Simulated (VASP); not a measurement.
# PtS2 (P-3m1) in VASP: a series of runs, part 2 of 2

VASP 6.6.1. The steps go on from the part before.

## 4. G0W0 quasiparticle levels, PBE

Contents of POSCAR:

```
PtS2
1.0
    3.5432000000      0.0000000000      0.0000000000
   -1.7716000000      3.0685012107      0.0000000000
    0.0000000000      0.0000000000      5.0388000000
Pt S
1 2
Direct
    0.0000000000      0.0000000000      0.0000000000
    0.6666666667      0.3333333333      0.7730000000
    0.3333333333      0.6666666667      0.2270000000
```

Contents of INCAR.step1:

```
ALGO = Normal
EDIFF = 1E-8
ENCUT = 450
GGA = PE
ISMEAR = 0
LASPH = T
LCHARG = F
LREAL = F
LWAVE = T
NELM = 80
PREC = Accurate
SIGMA = 0.01
```

Contents of INCAR.step2:

```
ALGO = Exact
EDIFF = 1E-8
ENCUT = 450
GGA = PE
ISMEAR = 0
ISTART = 1
LASPH = T
LCHARG = F
LOPTICS = T
LREAL = F
LWAVE = T
NBANDS = 27
NELM = 1
PREC = Accurate
SIGMA = 0.01
```

Contents of INCAR.step3:

```
ALGO = EVGW0
EDIFF = 1E-8
ENCUT = 450
ENCUTGW = 260
GGA = PE
ISMEAR = 0
ISTART = 1
LASPH = T
LCHARG = F
LREAL = F
LWAVE = F
NBANDS = 27
NBANDSGW = 19
NELMGW = 1
NOMEGA = 48
PREC = Accurate
PRECFOCK = Fast
SIGMA = 0.01
```

Contents of KPOINTS:

```
k-points
0
Gamma
  3 3 2
```

Potentials or basis: VASP PAW PBE potentials, release 64 (Pt_GW, S_GW).

Started as:

```sh
cat potpaw_PBE.64/Pt_GW/POTCAR potpaw_PBE.64/S_GW/POTCAR > POTCAR
cp INCAR.step1 INCAR
mpirun -np 1 vasp_std > vasp.out
cp INCAR.step2 INCAR
mpirun -np 1 vasp_std > vasp.out
cp INCAR.step3 INCAR
mpirun -np 1 vasp_std > vasp.out
```

OUTCAR:

```text
EDIFF = 1E-8
   ENCUT = 450
   ENCUTGW = 260
   GGA = PE
   ISMEAR = 0
   ISTART = 1
   LASPH = T
   LREAL = F
   NELMGW = 1
   PREC = Accurate
   PRECFOCK = Fast

 Found      6 irreducible k-points:

 Following reciprocal coordinates:
            Coordinates               Weight
  0.000000  0.000000  0.000000      1.000000
  0.333333 -0.000000  0.000000      6.000000
  0.333333  0.333333  0.000000      2.000000
  0.000000  0.000000  0.500000      1.000000
  0.333333 -0.000000  0.500000      6.000000
  0.333333  0.333333  0.500000      2.000000
   k-points           NKPTS =      6   k-points in BZ     NKDIM =     18   number of bands    NBANDS=     27
   number of dos      NEDOS =    301   number of ions     NIONS =      3
   total plane-waves  NPLWV =  28224
   dimension x,y,z NGX =    28 NGY =   28 NGZ =   36
   dimension x,y,z NGXF=    56 NGYF=   56 NGZF=   72
   ions per type =               1   2
   NGX,Y,Z   is equivalent  to a cutoff of  13.14, 13.14, 11.88 a.u.
   NGXF,Y,Z  is equivalent  to a cutoff of  26.28, 26.28, 23.76 a.u.
 SYSTEM =  unknown system
   PREC   = accura    normal or accurate (medium, high low for compatibility)
   ISTART =      1    job   : 0-new  1-cont  2-samecut
   ICHARG =      0    charge: 1-file 2-atom 10-const
   ISPIN  =      1    spin polarized calculation?
   LNONCOLLINEAR =      F non collinear calculations
   LSORBIT =      F    spin-orbit coupling
   LASPH  =      T    aspherical Exc in radial PAW
   ENCUT  =  450.0 eV  33.07 Ry    5.75 a.u.   6.13  6.13  8.72*2*pi/ulx,y,z
   NELM   =     60;   NELMIN=  2; NELMDL=  0     # of ELM steps
   EDIFF  = 0.1E-07   stopping-criterion for ELM
   LREAL  =      F    real-space projection
   EDIFFG = 0.1E-06   stopping-criterion for IOM
   NSW    =      0    number of steps for IOM
   IBRION =     -1    ionic relax: 0-MD 1-quasi-New 2-CG
   NFREE  =      0    steps in history (QN), initial steepest desc. (CG)
   ISIF   =      0    stress and relaxation
   ISYM   =      3    0-nonsym 1-usesym 2-fastsym
   POTIM  = 0.5000    time-step for ionic-motion
   TEBEG  =    0.0;   TEEND  =   0.0 temperature during run
   PSTRESS=    0.0 pullay stress
   NELECT =      22.0000    total number of electrons
   NUPDOWN=      -1.0000    fix difference up-down
   EMIN   =  10.00;   EMAX   =-10.00  energy-range for DOS
   EFERMI =   0.00;   METHOD = LEGACY
   ISMEAR =     0;   SIGMA  =   0.01  broadening in eV -4-tet -1-fermi 0-gaus
   EFERMI_NEDOS =   21; number of points for ismear=-14 and -15
   IALGO  =     38    algorithm
   IMIX   =      4    mixing-type and parameters
     AMIX     =   0.40;   BMIX     =  1.00
     AMIX_MAG =   1.60;   BMIX_MAG =  1.00
  volume/ion in A,a.u.               =      18.26       123.23
  Fermi-wavevector in a.u.,A,eV,Ry     =   1.207812  2.282434 19.848315  1.458810
  Thomas-Fermi vector in A             =   2.343439
   LORBIT       =      0    0 simple, 1 ext, 2 COOP (PROOUT), +10 PAW based schemes
   GGA     = PE    functional components
   LHFCALC =     T    Hartree Fock is set to
   PRECFOCK=fast      Normal, Fast or Accurate (Low or Medium for compatibility)
   ENCUT4O =  -1.0   cutoff for four orbital integrals eV
   NKREDX  =     1    reduce k-point grid by
   NKREDY  =     1    reduce k-point grid by
   NKREDZ  =     1    reduce k-point grid by
   AEXX    =    1.0000 exact exchange contribution
   HFSCREEN=    0.0000 screening length (either q_TF or 0.3 A-1)
   HFSCREENC=   0.0000 screening length for correlation (either q_TF or 0.3 A-1)
   ENCUTFOCK=  -1.0 apply spherical cutoff to Coloumb kernel
   IVDW    =     0    specifies the selected vdW correction
   LEPSILON=     F    determine dielectric tensor
   LRPA    =     F    only Hartree local field effects (RPA)
   LRPAFORCE           =     F    calculate RPA forces
   ENCUTGW             = 260.0    cutoff for response function in eV
   ENCUTGWSOFT         = 208.0    soft cutoff for Coulomb kernel in GW response function in eV
   ENCUTLF             =  -1.0    cutoff for local field effects
   NELMGW              =     1    number of iterations in solving QP/BSE equation
   NELMHF              =     1    number of iterations in the inner HF iteration
   NKREDLFX            =     1    NKREDLFY  =   1   NKREDLFZ  =   1
 non-spin polarized calculation
 Gauss-broadening in eV      SIGMA  =   0.01
  energy-cutoff  :      450.00
  volume of cell :       54.78
 maximum number of plane-waves:      1206
 NGX is ok and might be reduce to    28
  NGX = 14; NGY = 14; NGZ = 20
   NGX = 13   NGY = 13   NGZ = 17
 maximum number of plane-waves:       528

 QP shifts <psi_nk| G(iteration)W_0 |psi_nk>: iteration 1
 for sc-GW calculations column KS-energies equals QP-energies in previous step
 and V_xc(KS)=  KS-energies - (<T + V_ion + V_H > + <T+V_H+V_ion>^1  + <V_x>^1)

 k-point   1 :       0.0000    0.0000    0.0000
  band No.  KS-energies  QP-energies   sigma(KS)   V_xc(KS)     V^pw_x(r,r')   Z            occupation Imag(sigma)

      1      -8.8583      -8.4201     -12.4798     -13.1655     -21.5013       0.6390       2.0000       1.7632
      2      -5.6146      -5.3830     -13.6723     -14.0187     -21.2108       0.6686       2.0000       1.1059
      3      -0.3200       0.0433     -12.6374     -13.1494     -18.0534       0.7095       2.0000       0.5453
      4      -0.3200       0.0433     -12.6374     -13.1494     -18.0534       0.7095       2.0000       0.5453
      5      -0.2003      -0.0666     -11.8019     -11.9905     -17.6611       0.7095       2.0000       0.8152
      6       2.7428       3.0649     -12.4700     -12.9259     -18.0349       0.7067       2.0000       0.2820
[... 11 lines left out ...]
     18      18.6470      20.5048      -9.3411     -11.6953      -5.1189       0.7892       0.0000      -0.5245
     19      19.2651      21.1135      -9.9610     -12.3676      -5.7558       0.7680       0.0000      -0.5317

 k-point   2 :       0.3333   -0.0000    0.0000
  band No.  KS-energies  QP-energies   sigma(KS)   V_xc(KS)     V^pw_x(r,r')   Z            occupation Imag(sigma)

      1      -7.5812      -7.2841     -12.9905     -13.4560     -21.3453       0.6384       2.0000       1.3982
      2      -6.2610      -5.9794     -13.5496     -13.9836     -21.4274       0.6490       2.0000       1.1403
      3      -0.0553       0.1584     -12.2306     -12.5255     -17.7631       0.7246       2.0000       0.6199
      4       0.3857       0.7774     -12.6982     -13.2407     -17.8005       0.7221       2.0000       0.4914
      5       1.1780       1.4564     -12.4415     -12.8228     -17.2469       0.7302       2.0000       0.4688
      6       1.2905       1.4467     -12.1017     -12.3145     -17.2889       0.7339       2.0000       0.5302
[... 11 lines left out ...]
     18      16.1436      17.7899      -9.5111     -11.6411      -5.5200       0.7729       0.0000      -0.3675
     19      17.8730      19.5448      -9.1998     -11.3349      -5.0558       0.7830       0.0000      -0.4558

 k-point   3 :       0.3333    0.3333    0.0000
  band No.  KS-energies  QP-energies   sigma(KS)   V_xc(KS)     V^pw_x(r,r')   Z            occupation Imag(sigma)

      1      -6.5819      -6.3100     -13.4638     -13.8876     -21.4458       0.6416       2.0000       1.1660
      2      -6.5819      -6.3100     -13.4638     -13.8876     -21.4458       0.6416       2.0000       1.1660
      3      -0.1189       0.1004     -12.1930     -12.4914     -17.1599       0.7351       2.0000       0.6163
      4       0.3775       0.5819     -12.2242     -12.5052     -17.4308       0.7276       2.0000       0.5095
      5       0.3775       0.5819     -12.2242     -12.5052     -17.4308       0.7276       2.0000       0.5095
      6       2.1370       2.4661     -12.5301     -12.9846     -17.6023       0.7241       2.0000       0.4352
[... 11 lines left out ...]
     18      17.3449      19.2997      -9.2868     -11.7195      -5.0797       0.8035       0.0000      -0.5726
     19      17.7943      19.6583      -9.6844     -12.0568      -5.3302       0.7857       0.0000      -0.5827

 k-point   4 :       0.0000    0.0000    0.5000
  band No.  KS-energies  QP-energies   sigma(KS)   V_xc(KS)     V^pw_x(r,r')   Z            occupation Imag(sigma)

      1      -8.5791      -8.1636     -12.6773     -13.3381     -21.5096       0.6287       2.0000       1.5984
      2      -6.3063      -6.1126     -13.1495     -13.4435     -21.0323       0.6589       2.0000       1.3369
      3      -0.2998       0.0673     -12.6413     -13.1581     -18.0522       0.7104       2.0000       0.5441
      4      -0.2998       0.0673     -12.6413     -13.1581     -18.0522       0.7104       2.0000       0.5441
      5       1.0734       1.3450     -12.4595     -12.8393     -18.3097       0.7150       2.0000       0.5626
      6       2.7200       3.0380     -12.4522     -12.9030     -18.0279       0.7053       2.0000       0.2843
[... 11 lines left out ...]
     18      16.2883      17.3239      -7.9021      -9.2162      -3.9896       0.7881       0.0000      -0.2788
     19      17.8446      19.3452      -9.0880     -11.0409      -5.1094       0.7684       0.0000      -0.3674

 k-point   5 :       0.3333   -0.0000    0.5000
  band No.  KS-energies  QP-energies   sigma(KS)   V_xc(KS)     V^pw_x(r,r')   Z            occupation Imag(sigma)

      1      -7.3619      -7.0630     -13.1540     -13.6215     -21.3837       0.6394       2.0000       1.2968
      2      -6.5042      -6.2331     -13.3627     -13.7809     -21.3647       0.6482       2.0000       1.2273
      3      -0.3931      -0.2393     -12.0486     -12.2618     -17.6138       0.7213       2.0000       0.6894
      4       0.3379       0.7214     -12.6722     -13.2054     -17.8062       0.7192       2.0000       0.5024
      5       0.6665       0.8963     -12.3416     -12.6546     -17.2438       0.7343       2.0000       0.5591
      6       2.1208       2.3715     -12.3819     -12.7321     -17.8248       0.7159       2.0000       0.3976
[... 11 lines left out ...]
     18      17.0657      19.0558      -9.7925     -12.3498      -5.8193       0.7782       0.0000      -0.4697
     19      18.1413      19.8403      -9.3718     -11.5430      -5.2774       0.7825       0.0000      -0.4649

 k-point   6 :       0.3333    0.3333    0.5000
  band No.  KS-energies  QP-energies   sigma(KS)   V_xc(KS)     V^pw_x(r,r')   Z            occupation Imag(sigma)

      1      -6.5646      -6.2846     -13.4758     -13.9108     -21.4620       0.6438       2.0000       1.1672
      2      -6.5646      -6.2846     -13.4758     -13.9108     -21.4620       0.6438       2.0000       1.1672
      3       0.1604       0.2934     -12.0711     -12.2549     -17.2951       0.7238       2.0000       0.5414
      4       0.1604       0.2934     -12.0711     -12.2549     -17.2951       0.7238       2.0000       0.5414
      5       0.2052       0.4854     -12.4069     -12.7892     -17.2706       0.7331       2.0000       0.5554
      6       2.3307       2.7327     -12.7109     -13.2671     -17.4454       0.7227       2.0000       0.3793
[... 11 lines left out ...]
     18      17.2992      18.9079      -9.0788     -11.1543      -5.1629       0.7751       0.0000      -0.3419
     19      17.2992      18.9079      -9.0788     -11.1543      -5.1629       0.7751       0.0000      -0.3419
```

Run time: 2 min. Hardware: 1 thread of Intel Xeon Platinum 8488C (Sapphire Rapids), shared host; peak memory 0.58 GiB.

The run converged, but some of its settings lie outside the range that counts as converged, so its numbers aren't taken as properties of the crystal.

Results:

```yaml
Band_gap_on_the_k_mesh_mean-field_level: 1.18 eV, indirect (least direct gap 2.40 eV)
Quasiparticle_gap: 1.79 eV
Least_direct_quasiparticle_gap: 3.14 eV
```

Caveat: the k mesh is coarse (spacing up to 0.68 Å⁻¹), so the values aren't converged; bands, screening cutoff and mesh are small and nothing is extrapolated, so the quasiparticle values aren't converged; spin-orbit coupling is left out, which moves the levels of the heavy elements; an odd mesh through Γ misses points on the zone boundary, where band edges often lie.

## 5. G0W0 quasiparticle levels, PBE

POSCAR is that of step 4.

INCAR.step1 is that of step 4.

Changes to INCAR.step2 since step 4:

```diff
@@ -11,3 +11,3 @@
 LWAVE = T
-NBANDS = 27
+NBANDS = 142
 NELM = 1
```

Changes to INCAR.step3 since step 4:

```diff
@@ -3,3 +3,3 @@
 ENCUT = 450
-ENCUTGW = 260
+ENCUTGW = 50
 GGA = PE
@@ -11,3 +11,3 @@
 LWAVE = F
-NBANDS = 27
+NBANDS = 142
 NBANDSGW = 19
```

KPOINTS is that of step 4.

Potentials or basis: VASP PAW PBE potentials, release 64 (Pt_GW, S_GW).

Started as:

```sh
cat potpaw_PBE.64/Pt_GW/POTCAR potpaw_PBE.64/S_GW/POTCAR > POTCAR
cp INCAR.step1 INCAR
mpirun -np 1 vasp_std > vasp.out
cp INCAR.step2 INCAR
mpirun -np 1 vasp_std > vasp.out
cp INCAR.step3 INCAR
mpirun -np 1 vasp_std > vasp.out
```

OUTCAR:

```text
EDIFF = 1E-8
   ENCUT = 450
   ENCUTGW = 50
   GGA = PE
   ISMEAR = 0
   ISTART = 1
   LASPH = T
   LREAL = F
   NELMGW = 1
   PREC = Accurate
   PRECFOCK = Fast

 Found      6 irreducible k-points:

 Following reciprocal coordinates:
            Coordinates               Weight
  0.000000  0.000000  0.000000      1.000000
  0.333333 -0.000000  0.000000      6.000000
  0.333333  0.333333  0.000000      2.000000
  0.000000  0.000000  0.500000      1.000000
  0.333333 -0.000000  0.500000      6.000000
  0.333333  0.333333  0.500000      2.000000
   k-points           NKPTS =      6   k-points in BZ     NKDIM =     18   number of bands    NBANDS=    142
   number of dos      NEDOS =    301   number of ions     NIONS =      3
   total plane-waves  NPLWV =  28224
   dimension x,y,z NGX =    28 NGY =   28 NGZ =   36
   dimension x,y,z NGXF=    56 NGYF=   56 NGZF=   72
   ions per type =               1   2
   NGX,Y,Z   is equivalent  to a cutoff of  13.14, 13.14, 11.88 a.u.
   NGXF,Y,Z  is equivalent  to a cutoff of  26.28, 26.28, 23.76 a.u.
 SYSTEM =  unknown system
   PREC   = accura    normal or accurate (medium, high low for compatibility)
   ISTART =      1    job   : 0-new  1-cont  2-samecut
   ICHARG =      0    charge: 1-file 2-atom 10-const
   ISPIN  =      1    spin polarized calculation?
   LNONCOLLINEAR =      F non collinear calculations
   LSORBIT =      F    spin-orbit coupling
   LASPH  =      T    aspherical Exc in radial PAW
   ENCUT  =  450.0 eV  33.07 Ry    5.75 a.u.   6.13  6.13  8.72*2*pi/ulx,y,z
   NELM   =     60;   NELMIN=  2; NELMDL=  0     # of ELM steps
   EDIFF  = 0.1E-07   stopping-criterion for ELM
   LREAL  =      F    real-space projection
   EDIFFG = 0.1E-06   stopping-criterion for IOM
   NSW    =      0    number of steps for IOM
   IBRION =     -1    ionic relax: 0-MD 1-quasi-New 2-CG
   NFREE  =      0    steps in history (QN), initial steepest desc. (CG)
   ISIF   =      0    stress and relaxation
   ISYM   =      3    0-nonsym 1-usesym 2-fastsym
   POTIM  = 0.5000    time-step for ionic-motion
   TEBEG  =    0.0;   TEEND  =   0.0 temperature during run
   PSTRESS=    0.0 pullay stress
   NELECT =      22.0000    total number of electrons
   NUPDOWN=      -1.0000    fix difference up-down
   EMIN   =  10.00;   EMAX   =-10.00  energy-range for DOS
   EFERMI =   0.00;   METHOD = LEGACY
   ISMEAR =     0;   SIGMA  =   0.01  broadening in eV -4-tet -1-fermi 0-gaus
   EFERMI_NEDOS =   21; number of points for ismear=-14 and -15
   IALGO  =     38    algorithm
   IMIX   =      4    mixing-type and parameters
     AMIX     =   0.40;   BMIX     =  1.00
     AMIX_MAG =   1.60;   BMIX_MAG =  1.00
  volume/ion in A,a.u.               =      18.26       123.23
  Fermi-wavevector in a.u.,A,eV,Ry     =   1.207812  2.282434 19.848315  1.458810
  Thomas-Fermi vector in A             =   2.343439
   LORBIT       =      0    0 simple, 1 ext, 2 COOP (PROOUT), +10 PAW based schemes
   GGA     = PE    functional components
   LHFCALC =     T    Hartree Fock is set to
   PRECFOCK=fast      Normal, Fast or Accurate (Low or Medium for compatibility)
   ENCUT4O =  -1.0   cutoff for four orbital integrals eV
   NKREDX  =     1    reduce k-point grid by
   NKREDY  =     1    reduce k-point grid by
   NKREDZ  =     1    reduce k-point grid by
   AEXX    =    1.0000 exact exchange contribution
   HFSCREEN=    0.0000 screening length (either q_TF or 0.3 A-1)
   HFSCREENC=   0.0000 screening length for correlation (either q_TF or 0.3 A-1)
   ENCUTFOCK=  -1.0 apply spherical cutoff to Coloumb kernel
   IVDW    =     0    specifies the selected vdW correction
   LEPSILON=     F    determine dielectric tensor
   LRPA    =     F    only Hartree local field effects (RPA)
   LRPAFORCE           =     F    calculate RPA forces
   ENCUTGW             =  50.0    cutoff for response function in eV
   ENCUTGWSOFT         =  40.0    soft cutoff for Coulomb kernel in GW response function in eV
   ENCUTLF             =  -1.0    cutoff for local field effects
   NELMGW              =     1    number of iterations in solving QP/BSE equation
   NELMHF              =     1    number of iterations in the inner HF iteration
   NKREDLFX            =     1    NKREDLFY  =   1   NKREDLFZ  =   1
 non-spin polarized calculation
 Gauss-broadening in eV      SIGMA  =   0.01
  energy-cutoff  :      450.00
  volume of cell :       54.78
 maximum number of plane-waves:      1206
 NGX is ok and might be reduce to    28
  NGX = 14; NGY = 14; NGZ = 20
   NGX = 13   NGY = 13   NGZ = 17
 maximum number of plane-waves:        48
 NGX is ok and might be reduce to    10

 QP shifts <psi_nk| G(iteration)W_0 |psi_nk>: iteration 1
 for sc-GW calculations column KS-energies equals QP-energies in previous step
 and V_xc(KS)=  KS-energies - (<T + V_ion + V_H > + <T+V_H+V_ion>^1  + <V_x>^1)

 k-point   1 :       0.0000    0.0000    0.0000
  band No.  KS-energies  QP-energies   sigma(KS)   V_xc(KS)     V^pw_x(r,r')   Z            occupation Imag(sigma)

      1      -8.8583      -8.7261     -12.9649     -13.1655     -21.5013       0.6588       2.0000       1.4779
      2      -5.6146      -5.6566     -14.0794     -14.0187     -21.2108       0.6918       2.0000       0.9662
      3      -0.3200      -0.5368     -13.4520     -13.1494     -18.0534       0.7164       2.0000       0.4525
      4      -0.3200      -0.5368     -13.4520     -13.1494     -18.0534       0.7164       2.0000       0.4525
      5      -0.2003      -0.5580     -12.4896     -11.9905     -17.6611       0.7167       2.0000       0.6999
      6       2.7428       2.3479     -13.4732     -12.9259     -18.0349       0.7215       2.0000       0.2631
[... 11 lines left out ...]
     18      18.6470      19.3325     -10.8178     -11.6953      -5.1189       0.7812       0.0000      -0.4673
     19      19.2651      19.9727     -11.4373     -12.3676      -5.7558       0.7606       0.0000      -0.4637
[... 96 lines left out ...]
      1      -6.5646      -6.5727     -13.9230     -13.9108     -21.4620       0.6644       2.0000       0.9950
      2      -6.5646      -6.5727     -13.9230     -13.9108     -21.4620       0.6644       2.0000       0.9950
      3       0.1604      -0.2277     -12.7844     -12.2549     -17.2951       0.7328       2.0000       0.4722
      4       0.1604      -0.2277     -12.7844     -12.2549     -17.2951       0.7328       2.0000       0.4722
      5       0.2052       0.0230     -13.0345     -12.7892     -17.2706       0.7425       2.0000       0.4867
      6       2.3307       2.1591     -13.4993     -13.2671     -17.4454       0.7391       2.0000       0.3452
[... 11 lines left out ...]
     18      17.2992      17.7442     -10.5700     -11.1543      -5.1629       0.7615       0.0000      -0.3110
     19      17.2992      17.7442     -10.5700     -11.1543      -5.1629       0.7615       0.0000      -0.3110
```

Wall time 1.9 min (1 thread of Intel Xeon Platinum 8488C (Sapphire Rapids), shared host); peak memory 0.38 GiB.

These settings aren't checked as converged: the numbers below hold their error.

What came out:

```yaml
Band_gap_on_the_k_mesh_mean-field_level: 1.18 eV, indirect (least direct gap 2.40 eV)
Quasiparticle_gap: 1.60 eV
Least_direct_quasiparticle_gap: 3.00 eV
```

Caveat: the k mesh is coarse (spacing up to 0.68 Å⁻¹), so the values aren't converged; bands, screening cutoff and mesh are small and nothing is extrapolated, so the quasiparticle values aren't converged; spin-orbit coupling is left out, which moves the levels of the heavy elements; an odd mesh through Γ misses points on the zone boundary, where band edges often lie.

## 6. The reference run

An earlier run on the cell as given: functional PBEsol; potentials or basis VASP PAW PBE potentials, release 64 (Pt, S); cutoff 520 eV; k mesh 9 × 9 × 5; occupations fermi-dirac, width 0.05 eV; no spin polarisation.

* Pressure: 6.1 GPa
* Largest force: 0.930 eV/Å
* Band gap on the k mesh: 0.96 eV, indirect (least direct gap 1.00 eV)
